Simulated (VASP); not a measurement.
# Gd (Im-3m) in VASP: further runs

One crystal, Gd, is run at these levels: revPBE, BLYP; tasks: band structure.

Everything below comes from runs of VASP 6.6.1. Logs are shortened: lines on timing, memory, paths and dates and some standing lists are left out, and cuts for length are marked.

### 1 The structure

The structure is cubic, space group Im-3m (No. 229). Conventional cell: a = 4.050 Å, b = 4.050 Å, c = 4.050 Å, α = 90.00°, β = 90.00°, γ = 90.00°. Gd (site symmetry m-3m) has 8 Gd at 3.51 Å as nearest neighbours.

This isn't the form of Gd at room conditions, which is hcp.

### 2 Band structure, revPBE, collinear spin, ferromagnetic start

The input, POSCAR:

```
Gd
1.0
   -2.0250000000      2.0250000000      2.0250000000
    2.0250000000     -2.0250000000      2.0250000000
    2.0250000000      2.0250000000     -2.0250000000
Gd
1
Direct
    0.0000000000      0.0000000000      0.0000000000
```

The input, INCAR.step1:

```
  PREC = Accurate
  ENCUT = 520
  EDIFF = 1E-6
  ISMEAR = -1
  SIGMA = 0.05
  LREAL = False
  LASPH = True
  NELM = 100
  ALGO = Normal
  ISIF = 2
  LWAVE = False
  LCHARG = True
  ISPIN = 2
  MAGMOM = 7
  LORBIT = 11
  LMAXMIX = 6
  GGA = RE
  NBANDS = 19
```

The input, KPOINTS.step1:

```
regular mesh
0
Gamma
  7 7 7
```

The input, INCAR.step2:

```
  PREC = Accurate
  ENCUT = 520
  EDIFF = 1E-6
  ISMEAR = 0
  SIGMA = 0.05
  LREAL = False
  LASPH = True
  NELM = 100
  ALGO = Normal
  ISIF = 2
  LWAVE = False
  LCHARG = False
  ISPIN = 2
  MAGMOM = 7
  LORBIT = 11
  LMAXMIX = 6
  GGA = RE
  NBANDS = 19
  ICHARG = 11
```

The input, KPOINTS.step2:

```
path GHNGPH,PN
15
line-mode
reciprocal
 0.0000000000  0.0000000000  0.0000000000  G
 0.5000000000 -0.5000000000  0.5000000000  H

 0.5000000000 -0.5000000000  0.5000000000  H
 0.0000000000  0.0000000000  0.5000000000  N

 0.0000000000  0.0000000000  0.5000000000  N
 0.0000000000  0.0000000000  0.0000000000  G

 0.0000000000  0.0000000000  0.0000000000  G
 0.2500000000  0.2500000000  0.2500000000  P

 0.2500000000  0.2500000000  0.2500000000  P
 0.5000000000 -0.5000000000  0.5000000000  H

 0.2500000000  0.2500000000  0.2500000000  P
 0.0000000000  0.0000000000  0.5000000000  N
```

Potentials or basis: VASP PAW PBE potentials, release 64 (Gd).

Started as:

```
$ cat potpaw_PBE.64/Gd/POTCAR > POTCAR
$ cp INCAR.step1 INCAR
$ cp KPOINTS.step1 KPOINTS
$ mpirun -np 1 vasp_std > vasp.out
$ cp INCAR.step2 INCAR
$ cp KPOINTS.step2 KPOINTS
$ mpirun -np 1 vasp_std > vasp.out
```

OUTCAR:

```text
PREC = Accurate
   ENCUT = 520
   EDIFF = 1E-6
   ISMEAR = 0
   LREAL = False
   LASPH = True
   NELM = 100
   ISIF = 2
   ISPIN = 2
   LORBIT = 11
   GGA = RE
   ICHARG = 11

 ion  position               nearest neighbor table
   1  0.000  0.000  0.000-

  LATTYP: Found a body centered cubic cell.
 ALAT       =     4.0500000000

  Lattice vectors:

 A1 = (  -2.0250000000,   2.0250000000,   2.0250000000)
 A2 = (   2.0250000000,  -2.0250000000,   2.0250000000)
 A3 = (   2.0250000000,   2.0250000000,  -2.0250000000)

Analysis of symmetry for initial positions (statically):
=====================================================================
 Subroutine PRICEL returns:
 Original cell was already a primitive cell.

 Routine SETGRP: Setting up the symmetry group for a
 body centered cubic supercell.

 Subroutine GETGRP returns: Found 48 space group operations
 (whereof 48 operations were pure point group operations)
 out of a pool of 48 trial point group operations.

The static configuration has the point symmetry O_h .

Analysis of symmetry for dynamics (positions and initial velocities):
=====================================================================
 Subroutine PRICEL returns:
 Original cell was already a primitive cell.

 Routine SETGRP: Setting up the symmetry group for a
 body centered cubic supercell.

 Subroutine GETGRP returns: Found 48 space group operations
 (whereof 48 operations were pure point group operations)
 out of a pool of 48 trial point group operations.

The dynamic configuration has the point symmetry O_h .

Analysis of structural, dynamic, and magnetic symmetry:
=====================================================================
 Subroutine PRICEL returns:
 Original cell was already a primitive cell.

 Routine SETGRP: Setting up the symmetry group for a
 body centered cubic supercell.

 Subroutine GETGRP returns: Found 48 space group operations
 (whereof 48 operations were pure point group operations)
 out of a pool of 48 trial point group operations.

The overall configuration has the point symmetry O_h .

 Subroutine INISYM returns: Found 48 space group operations
 (whereof 48 operations are pure point group operations),
 and found     1 'primitive' translations

----------------------------------------------------------------------------------------

                                     Primitive cell

  volume of cell :      33.2151

  direct lattice vectors                    reciprocal lattice vectors
    -2.025000000  2.025000000  2.025000000     0.000000000  0.246913580  0.246913580
     2.025000000 -2.025000000  2.025000000     0.246913580  0.000000000  0.246913580
     2.025000000  2.025000000 -2.025000000     0.246913580  0.246913580  0.000000000

  length of vectors
     3.507402885  3.507402885  3.507402885     0.349188534  0.349188534  0.349188534

  position of ions in fractional coordinates (direct lattice)
     0.000000000  0.000000000  0.000000000

  ion indices of the primitive-cell ions
   primitive index   ion index
                 1           1

----------------------------------------------------------------------------------------

 KPOINTS: path GHNGPH,PN

Interpolating k-points between supplied coordinates.

 Line segments in fractional coordinates (reciprocal lattice):
    0.000000  0.000000  0.000000  ...  0.500000 -0.500000  0.500000
    0.500000 -0.500000  0.500000  ...  0.000000  0.000000  0.500000
    0.000000  0.000000  0.500000  ...  0.000000  0.000000  0.000000
    0.000000  0.000000  0.000000  ...  0.250000  0.250000  0.250000
    0.250000  0.250000  0.250000  ...  0.500000 -0.500000  0.500000
    0.250000  0.250000  0.250000  ...  0.000000  0.000000  0.500000

 Generated    15 points on each line segment, for a total of     90 k-points:

 Following reciprocal coordinates:
            Coordinates               Weight
  0.000000  0.000000  0.000000      0.011111
  0.035714 -0.035714  0.035714      0.011111
  0.071429 -0.071429  0.071429      0.011111
  0.107143 -0.107143  0.107143      0.011111
  0.142857 -0.142857  0.142857      0.011111
  0.178571 -0.178571  0.178571      0.011111
[... 16 lines left out ...]
  0.250000 -0.250000  0.500000      0.011111
  0.214286 -0.214286  0.500000      0.011111
 [... further k-points ...]
   k-points           NKPTS =     90   k-points in BZ     NKDIM =     90   number of bands    NBANDS=     19
   number of dos      NEDOS =    301   number of ions     NIONS =      1
   total plane-waves  NPLWV =  21952
   dimension x,y,z NGX =    28 NGY =   28 NGZ =   28
   dimension x,y,z NGXF=    56 NGYF=   56 NGZF=   56
   ions per type =               1
   NGX,Y,Z   is equivalent  to a cutoff of  13.27, 13.27, 13.27 a.u.
   NGXF,Y,Z  is equivalent  to a cutoff of  26.54, 26.54, 26.54 a.u.
 SYSTEM =  unknown system
   PREC   = accura    normal or accurate (medium, high low for compatibility)
   ISTART =      0    job   : 0-new  1-cont  2-samecut
   ICHARG =     11    charge: 1-file 2-atom 10-const
   ISPIN  =      2    spin polarized calculation?
   LNONCOLLINEAR =      F non collinear calculations
   LSORBIT =      F    spin-orbit coupling
   LASPH  =      T    aspherical Exc in radial PAW
   ENCUT  =  520.0 eV  38.22 Ry    6.18 a.u.   6.52  6.52  6.52*2*pi/ulx,y,z
   NELM   =    100;   NELMIN=  2; NELMDL=  0     # of ELM steps
   EDIFF  = 0.1E-05   stopping-criterion for ELM
   LREAL  =      F    real-space projection
   EDIFFG = 0.1E-04   stopping-criterion for IOM
   NSW    =      0    number of steps for IOM
   IBRION =     -1    ionic relax: 0-MD 1-quasi-New 2-CG
   NFREE  =      0    steps in history (QN), initial steepest desc. (CG)
   ISIF   =      2    stress and relaxation
   ISYM   =      2    0-nonsym 1-usesym 2-fastsym
   POTIM  = 0.5000    time-step for ionic-motion
   TEBEG  =    0.0;   TEEND  =   0.0 temperature during run
   PSTRESS=    0.0 pullay stress
   NELECT =      18.0000    total number of electrons
   NUPDOWN=      -1.0000    fix difference up-down
   EMIN   =  10.00;   EMAX   =-10.00  energy-range for DOS
   EFERMI =   0.00;   METHOD = LEGACY
   ISMEAR =     0;   SIGMA  =   0.05  broadening in eV -4-tet -1-fermi 0-gaus
   EFERMI_NEDOS =   21; number of points for ismear=-14 and -15
   IALGO  =     38    algorithm
   IMIX   =      4    mixing-type and parameters
     AMIX     =   0.40;   BMIX     =  1.00
     AMIX_MAG =   1.60;   BMIX_MAG =  1.00
  volume/ion in A,a.u.               =      33.22       224.15
  Fermi-wavevector in a.u.,A,eV,Ry     =   1.334711  2.522238 24.238153  1.781454
  Thomas-Fermi vector in A             =   2.463472
   LORBIT       =     11    0 simple, 1 ext, 2 COOP (PROOUT), +10 PAW based schemes
   GGA     = RE    functional components
   LHFCALC =     F    Hartree Fock is set to
   AEXX    =    0.0000 exact exchange contribution
   IVDW    =     0    specifies the selected vdW correction
   LEPSILON=     F    determine dielectric tensor
   LRPA    =     F    only Hartree local field effects (RPA)
 spin polarized calculation
 Gauss-broadening in eV      SIGMA  =   0.05
  energy-cutoff  :      520.00
  volume of cell :       33.22
 maximum number of plane-waves:       935
 NGX is ok and might be reduce to    28

 number of electron      18.0000009 magnetization       7.6573321

 Free energy of the ion-electron system (eV)
  ---------------------------------------------------
  ext. energy  EPLUGINS =         0.00000000
  ---------------------------------------------------
  free energy    TOTEN  =       -12.08946922 eV

  energy without entropy =      -12.08852871  energy(sigma->0) =      -12.08899897

 E-fermi :   3.0171     XC(G=0):  -9.8768

 val. band max:        3.0026107914   @ k =   0.3036   0.0893   0.3036
 cond. band min:       3.0377652821   @ k =   0.1786   0.1786   0.3214
 fundamental gap:      0.0351544907
 Fermi energy:         3.0171390335

 spin component 1

 k-point     1 :       0.0000    0.0000    0.0000
  band No.  band energies     occupation
      1     -42.3404      1.00000
      2     -19.3494      1.00000
      3     -19.3494      1.00000
      4     -19.3494      1.00000
      5      -2.0548      1.00000
      6      -1.9632      1.00000
[... 11 lines left out ...]
     18      13.3906      0.00000
     19      13.3906      0.00000

 k-point     2 :       0.0357   -0.0357    0.0357
  band No.  band energies     occupation
      1     -42.3388      1.00000
      2     -19.3620      1.00000
      3     -19.3551      1.00000
      4     -19.3551      1.00000
      5      -1.9818      1.00000
      6      -1.9627      1.00000
[... 476 lines left out ...]
 k-point    24 :       0.2143   -0.2143    0.5000
  band No.  band energies     occupation
      1     -42.2557      1.00000
      2     -19.9550      1.00000
      3     -19.6733      1.00000
      4     -19.5438      1.00000
      5      -1.9572      1.00000
      6      -1.9314      1.00000
[... 11 lines left out ...]
     18      10.9255      0.00000
     19      13.0010      0.00000

 [... further k-points ...]

 spin component 2

 k-point     1 :       0.0000    0.0000    0.0000
  band No.  band energies     occupation
      1     -39.0426      1.00000
      2     -16.9342      1.00000
      3     -16.9342      1.00000
      4     -16.9342      1.00000
      5      -1.1113      1.00000
      6       3.4125      0.00000
[... 11 lines left out ...]
     18      14.3867      0.00000
     19      14.3867      0.00000

 k-point     2 :       0.0357   -0.0357    0.0357
  band No.  band energies     occupation
      1     -39.0405      1.00000
      2     -16.9500      1.00000
      3     -16.9409      1.00000
      4     -16.9409      1.00000
      5      -1.0346      1.00000
      6       3.4083      0.00000
[... 476 lines left out ...]
 k-point    24 :       0.2143   -0.2143    0.5000
  band No.  band energies     occupation
      1     -38.9366      1.00000
      2     -17.6572      1.00000
      3     -17.3141      1.00000
      4     -17.1664      1.00000
      5       2.3430      1.00000
      6       3.1671      0.00001
[... 11 lines left out ...]
     18      12.4118      0.00000
     19      14.4211      0.00000

 [... further k-points ...]

------------------------ aborting loop because EDIFF is reached ----------------------------------------

  FORCE on cell =-STRESS in cart. coord.  units (eV):
  Direction    XX          YY          ZZ          XY          YZ          ZX
  --------------------------------------------------------------------------------------
  -------------------------------------------------------------------------------------
  Total       -3.7511587     -3.7511587     -3.7511587     -0.0000000     -0.0000000      0.0000000
  in kB     -180.9426512   -180.9426512   -180.9426512     -0.0000000     -0.0000000      0.0000000
  external PRESSURE =    -180.9426512 kB  Pullay stress =       0.0000000 kB

 VOLUME and BASIS-vectors are now :
 -----------------------------------------------------------------------------
  energy-cutoff  :      520.00
  volume of cell :       33.22
      direct lattice vectors                 reciprocal lattice vectors
    -2.025000000  2.025000000  2.025000000     0.000000000  0.246913580  0.246913580
     2.025000000 -2.025000000  2.025000000     0.246913580  0.000000000  0.246913580
     2.025000000  2.025000000 -2.025000000     0.246913580  0.246913580  0.000000000

 POSITION                                       TOTAL-FORCE (eV/Angst)
 -----------------------------------------------------------------------------------
      0.00000      0.00000      0.00000        -0.000000      0.000000     -0.000000
 -----------------------------------------------------------------------------------
    total drift:                               -0.000000     -0.000000      0.000000

  FREE ENERGIE OF THE ION-ELECTRON SYSTEM (eV)
  ---------------------------------------------------
  free  energy   TOTEN  =       -12.0894692249 eV

  energy  without entropy=      -12.0885287147  energy(sigma->0) =      -12.08899897

 total charge

# of ion       s       p       d       f       tot
--------------------------------------------------
    1        2.057   5.557   0.644   6.941  15.199

 magnetization (x)

# of ion       s       p       d       f       tot
--------------------------------------------------
    1       -0.001  -0.052   0.269   6.864   7.080
```

Wall time 3.2 min (1 thread of AMD EPYC 7R43 (Zen 3), shared host); peak memory 0.2 GiB.

What came out:

| Property | Result |
| --- | --- |
| Band gap along the path | none (metal or under the smearing width) |
| Net moment | 7.66 μB per cell |

Levels at the corners of the path, in eV from the Fermi level:
Spin up:
```
point  band 10  band 11  band 12  band 13  band 14  band 15  band 16  band 17
    Γ    -4.89    -4.89    -4.87     1.28     1.28     1.28     3.51     3.51
    H    -4.88    -4.88    -1.93    -1.93     5.44     5.44     5.44     5.82
    H    -4.88    -4.88    -1.93    -1.93     5.44     5.44     5.44     5.82
    N    -4.90    -4.88    -2.45    -0.32     1.02     3.40     4.18     6.10
    N    -4.90    -4.88    -2.45    -0.32     1.02     3.40     4.18     6.10
    Γ    -4.89    -4.89    -4.87     1.28     1.28     1.28     3.51     3.51
    Γ    -4.89    -4.89    -4.87     1.28     1.28     1.28     3.51     3.51
    P    -4.92    -4.92    -0.39    -0.39    -0.39     4.31     4.31     4.95
    P    -4.92    -4.92    -0.39    -0.39    -0.39     4.31     4.31     4.95
    H    -4.88    -4.88    -1.93    -1.93     5.44     5.44     5.44     5.82
    P    -4.92    -4.92    -0.39    -0.39    -0.39     4.31     4.31     4.95
    N    -4.90    -4.88    -2.45    -0.32     1.02     3.40     4.18     6.10
```
Spin down:
```tsv
point	band 2	band 3	band 4	band 5	band 6	band 7	band 8	band 9
Γ	-19.99	-19.99	-19.99	-4.16	0.36	0.36	0.36	0.66
H	-20.55	-20.55	-20.55	-1.13	-1.13	0.42	0.48	0.48
H	-20.55	-20.55	-20.55	-1.13	-1.13	0.42	0.48	0.48
N	-20.81	-20.25	-20.00	-1.50	0.37	0.41	0.50	0.60
N	-20.81	-20.25	-20.00	-1.50	0.37	0.41	0.50	0.60
Γ	-19.99	-19.99	-19.99	-4.16	0.36	0.36	0.36	0.66
Γ	-19.99	-19.99	-19.99	-4.16	0.36	0.36	0.36	0.66
P	-20.40	-20.40	-20.40	0.45	0.45	0.45	0.48	0.58
P	-20.40	-20.40	-20.40	0.45	0.45	0.45	0.48	0.58
H	-20.55	-20.55	-20.55	-1.13	-1.13	0.42	0.48	0.48
P	-20.40	-20.40	-20.40	0.45	0.45	0.45	0.48	0.58
N	-20.81	-20.25	-20.00	-1.50	0.37	0.41	0.50	0.60
```

Caveat: the log is that of the step along the path at fixed density, whose energy, stress, charges and moments have no meaning; the PAW data sets were made with another functional, which shifts forces and pressure a little; spin-orbit coupling is left out, which moves the levels of the heavy elements.

### 3 Band structure, BLYP, collinear spin, ferromagnetic start

POSCAR is that of step 2.

Changes to INCAR.step1 since step 2:

```diff
@@ -16,3 +16,7 @@
   LMAXMIX = 6
-  GGA = RE
+  GGA = B5
+  ALDAX = 1.0
+  AGGAX = 1.0
+  AGGAC = 1.0
+  ALDAC = 0.0
   NBANDS = 19
```

KPOINTS.step1 is that of step 2.

Changes to INCAR.step2 since step 2:

```diff
@@ -16,3 +16,7 @@
   LMAXMIX = 6
-  GGA = RE
+  GGA = B5
+  ALDAX = 1.0
+  AGGAX = 1.0
+  AGGAC = 1.0
+  ALDAC = 0.0
   NBANDS = 19
```

KPOINTS.step2 is that of step 2.

Potentials or basis: VASP PAW PBE potentials, release 64 (Gd).

Started as:

```
$ cat potpaw_PBE.64/Gd/POTCAR > POTCAR
$ cp INCAR.step1 INCAR
$ cp KPOINTS.step1 KPOINTS
$ mpirun -np 1 vasp_std > vasp.out
$ cp INCAR.step2 INCAR
$ cp KPOINTS.step2 KPOINTS
$ mpirun -np 1 vasp_std > vasp.out
```

It took 3 min on 1 thread of AMD EPYC 7R43 (Zen 3), shared host; peak memory 0.19 GiB.

Results (log left out):

| Item | Value |
| --- | --- |
| Band gap along the path | none (metal or under the smearing width) |
| Net moment | 7.46 μB per cell |

Levels at the corners of the path, in eV from the Fermi level:
Spin up:
```tsv
point	band 11	band 12	band 13	band 14	band 15	band 16
Γ	-4.67	-4.64	1.23	1.23	1.23	3.41
H	-4.65	-1.87	-1.87	5.32	5.32	5.32
H	-4.65	-1.87	-1.87	5.32	5.32	5.32
N	-4.66	-2.35	-0.32	1.35	3.30	4.04
N	-4.66	-2.35	-0.32	1.35	3.30	4.04
Γ	-4.67	-4.64	1.23	1.23	1.23	3.41
Γ	-4.67	-4.64	1.23	1.23	1.23	3.41
P	-4.70	-0.26	-0.26	-0.26	4.16	4.16
P	-4.70	-0.26	-0.26	-0.26	4.16	4.16
H	-4.65	-1.87	-1.87	5.32	5.32	5.32
P	-4.70	-0.26	-0.26	-0.26	4.16	4.16
N	-4.66	-2.35	-0.32	1.35	3.30	4.04
```
Spin down:
| point | band 1 | band 2 | band 3 | band 4 | band 5 | band 6 | band 7 | band 8 | band 9 | band 10 |
| --- | --- | --- | --- | --- | --- | --- | --- | --- | --- | --- |
| Γ | -42.05 | -20.03 | -20.03 | -20.03 | -4.25 | 0.25 | 0.25 | 0.25 | 0.57 | 0.57 |
| H | -41.90 | -20.61 | -20.61 | -20.61 | -1.30 | -1.30 | 0.33 | 0.39 | 0.39 | 0.39 |
| H | -41.90 | -20.61 | -20.61 | -20.61 | -1.30 | -1.30 | 0.33 | 0.39 | 0.39 | 0.39 |
| N | -41.97 | -20.87 | -20.30 | -20.04 | -1.66 | 0.26 | 0.32 | 0.41 | 0.49 | 0.51 |
| N | -41.97 | -20.87 | -20.30 | -20.04 | -1.66 | 0.26 | 0.32 | 0.41 | 0.49 | 0.51 |
| Γ | -42.05 | -20.03 | -20.03 | -20.03 | -4.25 | 0.25 | 0.25 | 0.25 | 0.57 | 0.57 |
| Γ | -42.05 | -20.03 | -20.03 | -20.03 | -4.25 | 0.25 | 0.25 | 0.25 | 0.57 | 0.57 |
| P | -41.96 | -20.46 | -20.46 | -20.46 | 0.35 | 0.35 | 0.35 | 0.39 | 0.48 | 0.48 |
| P | -41.96 | -20.46 | -20.46 | -20.46 | 0.35 | 0.35 | 0.35 | 0.39 | 0.48 | 0.48 |
| H | -41.90 | -20.61 | -20.61 | -20.61 | -1.30 | -1.30 | 0.33 | 0.39 | 0.39 | 0.39 |
| P | -41.96 | -20.46 | -20.46 | -20.46 | 0.35 | 0.35 | 0.35 | 0.39 | 0.48 | 0.48 |
| N | -41.97 | -20.87 | -20.30 | -20.04 | -1.66 | 0.26 | 0.32 | 0.41 | 0.49 | 0.51 |

Caveat: the log is that of the step along the path at fixed density, whose energy, stress, charges and moments have no meaning; the PAW data sets were made with another functional, which shifts forces and pressure a little; spin-orbit coupling is left out, which moves the levels of the heavy elements. The state reached can hang on the start; a lower one may exist.

### 4 For comparison

An earlier run on the cell as given: functional PBE; potentials or basis VASP PAW PBE potentials, release 64 (Gd); cutoff 520 eV; k mesh 9 × 9 × 9; occupations fermi-dirac, width 0.05 eV; collinear spin, ferromagnetic start; starting moments [7.0] μB.

* Pressure: 0.0 GPa
* Band gap on the k mesh: none (metal or under the smearing width)
* Net moment: 7.60 μB per cell
* Site moments: Gd +6.99 μB
* Valence electrons inside the program's atomic spheres: Gd 15.20

### 5 Overview

| task | level | k mesh | moment (μB) |
| --- | --- | --- | --- |
| band structure | revPBE | 7 × 7 × 7 | 7.66 |
| band structure | BLYP | 7 × 7 × 7 | 7.46 |
| single point | PBE | 9 × 9 × 9 | 7.60 |

Alike in all rows: potentials or basis VASP PAW PBE potentials, release 64 (Gd); spin collinear, ferromagnetic start; cell as given; cutoff (eV) 520; smearing fermi-dirac 0.05 eV.

Caveats: spin-orbit coupling is left out, which moves the levels of the heavy elements; the PAW data sets were made with another functional, which shifts forces and pressure a little (some runs).

Absolute energies hang on the potentials; compare differences alone.
